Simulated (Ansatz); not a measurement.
Structure: Li2S in the antifluorite structure, at its r2SCAN minimum. The symmetry is Fm-3m (No. 225, cubic); a = 5.691 Å in the conventional setting, 15.36 Å³ an atom. S is surrounded by 8 Li at 2.46 Å; Li is surrounded by 4 S at 2.46 Å.

```cif
data_structure
_symmetry_space_group_name_H-M 'Fm-3m'
_symmetry_Int_Tables_number 225
_cell_length_a 5.6906
_cell_length_b 5.6906
_cell_length_c 5.6906
_cell_angle_alpha 90.000
_cell_angle_beta 90.000
_cell_angle_gamma 90.000
_cell_volume 184.28
loop_
_atom_site_label
_atom_site_type_symbol
_atom_site_symmetry_multiplicity
_atom_site_Wyckoff_symbol
_atom_site_fract_x
_atom_site_fract_y
_atom_site_fract_z
_atom_site_occupancy
S1 S 4 a 0.00000 0.00000 0.00000 1
Li1 Li 8 c 0.25000 0.75000 0.75000 1
```

3 runs of the PAW code Ansatz on this cell differ in the functional (and in the settings that go with it). Levels are in eV from each run's valence top; v1 is the last filled band, c1 the first empty one.

Run A, mean stress -0.4 GPa (compression positive):
```tsv
point	v2	v1	c1	c2
Γ	0.00	0.00	6.03	8.14
X	-1.57	-1.57	5.03	8.98
U	-2.22	-1.27	6.30	10.01
L	-0.56	-0.56	8.00	8.46
W	-2.05	-1.92	7.22	9.28
```

Run B, mean stress +0.3 GPa (compression positive):
```tsv
point	v2	v1	c1	c2
Γ	0.00	0.00	4.29	6.22
X	-1.43	-1.43	3.39	7.07
U	-1.98	-1.15	4.59	8.03
L	-0.51	-0.51	6.11	6.57
W	-1.83	-1.76	5.48	7.30
```

Run C, mean stress 0.0 GPa (compression positive):
```tsv
point	v2	v1	c1	c2
Γ	0.00	0.00	4.96	6.91
X	-1.43	-1.43	3.87	7.72
U	-2.01	-1.15	5.10	8.71
L	-0.51	-0.51	6.84	7.19
W	-1.86	-1.75	5.96	8.08
```

**Question.** Match the runs to PBE, r2SCAN, PBE0.

**Answer.** A is PBE0, B is PBE, C is r2SCAN. In order of the gap: PBE 3.39, r2SCAN 3.87, PBE0 5.03 eV. The stress vanishes for r2SCAN, which relaxed the cell.

Spin-unpolarised throughout; all numbers are computed.

The program warns that its thresholds are loose for a hybrid's stress.

The meshes of the hybrids are coarse, so their gaps aren't converged to the digits shown.
